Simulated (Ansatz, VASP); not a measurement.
# MgS in VASP and in Ansatz

The input INCAR:

```
PREC     = Accurate       # precision mode
ENCUT    = 520            # plane-wave cutoff, eV
EDIFF    = 1E-6           # SCF threshold, eV
ISMEAR   = 0              # smearing method
SIGMA    = 0.01           # smearing width, eV
LREAL    = False          # projectors in reciprocal space
LASPH    = True           # aspherical terms in the spheres
NELM     = 100            # most SCF steps
ALGO     = Normal         # electronic algorithm
ISIF     = 2              # what is computed and relaxed
LWAVE    = False          # write WAVECAR
LCHARG   = False          # write CHGCAR
GGA      = PE             # functional
NBANDS   = 16             # bands
```

KPOINTS

```
regular mesh
0
Gamma
  6 6 4
```

The input POSCAR:

```
MgS
1.0
    3.7375445643      0.0000000000      0.0000000000
   -1.8687722822      3.2368085405      0.0000000000
    0.0000000000      0.0000000000      6.2995857239
Mg S
2 2
Direct
    0.0000000000      0.0000000000      0.0000000000
    0.0000000000      0.0000000000      0.5000000000
    0.3333333333      0.6666666667      0.2500000000
    0.6666666667      0.3333333333      0.7500000000
```

Input for Ansatz:

```yaml
crystal:
  lattice:
    - [3.7375445643, 0.0, 0.0]
    - [-1.8687722822, 3.2368085405, 0.0]
    - [0.0, 0.0, 6.2995857239]
  atoms:
    - { symbol: Mg, position: [0.0, 0.0, 0.0] }
    - { symbol: Mg, position: [0.0, 0.0, 0.5] }
    - { symbol: S, position: [0.3333333333, 0.6666666667, 0.25] }
    - { symbol: S, position: [0.6666666667, 0.3333333333, 0.75] }
kpoints:
  mp_grid: { grid: [6, 6, 4] }
hamiltonian:
  xc: pbe
scf:
  occupations: { method: fixed }
  n_extra_bands: 5
output:
  forces: true
  stress: true
  eigenvalues: true
```

Alike in both runs: task single point; functional PBE; k mesh 6 × 6 × 4; no spin polarisation.

|  | VASP | Ansatz |
| --- | --- | --- |
| version | VASP 6.6.1 | Ansatz 0.2.0 |
| potentials or method | VASP PAW PBE potentials, release 64 (Mg, S) | plane waves, PAW |
| plane-wave cutoff (eV) | 520 | 420 |
| occupations | gaussian, width 0.01 eV | fixed |
| valence electrons in the cell | 16 | 32 |

|  | VASP | Ansatz | Ansatz less VASP |
| --- | --- | --- | --- |
| gap on the k mesh at the Fermi level (eV) | 2.97 | 2.98 | +0.014 |
| pressure (GPa) | -4.0 | -3.8 | +0.27 |
| largest component of the traceless stress (GPa) | 0.24 | 0.20 | -0.035 |

The two sets of potentials don't hold the same shells in valence.

A k mesh can miss the band edges.
